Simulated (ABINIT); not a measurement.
Crystal: BN.

```
N B
1.0
     2.49824    0.00000    0.00000
    -1.24912    2.16354    0.00000
     0.00000    0.00000    6.63570
N B
2 2
Direct
  0.66667 0.33333 0.25000
  0.33333 0.66667 0.75000
  0.66667 0.33333 0.75000
  0.33333 0.66667 0.25000
```

Base run:

| Item | Value |
| --- | --- |
| Program | ABINIT 10.8.3 (patched build) |
| Functional | PBE |
| Potentials or basis | SG15 NC PBE v1.2 |
| Cutoff | 1143 eV |
| k mesh | 12 × 12 × 4 |
| Occupations | fermi-dirac, width 0.05 eV |
| Spin | no spin polarisation |

Its results: band gap on the k mesh 4.33 eV, indirect (least direct gap 4.69 eV); pressure 3.6 GPa.

Problem. The run is repeated on the same cell with these changes: potentials or basis from SG15 NC PBE v1.2 to PseudoDojo NC SR PBE v0.4.1 standard; cutoff from 1143 eV to 952 eV; k mesh from 12 × 12 × 4 to 9 × 9 × 3. What comes out?

Solution. Band gap on the k mesh 4.46 eV, indirect (least direct gap 4.74 eV); pressure 3.8 GPa.

Caveats: this functional lacks dispersion, which binds the layers, so the pressure and a relaxed spacing across them are unreliable; an odd mesh through Γ misses points on the zone boundary, where band edges often lie (some runs).

Not every run made on this cell is shown here.
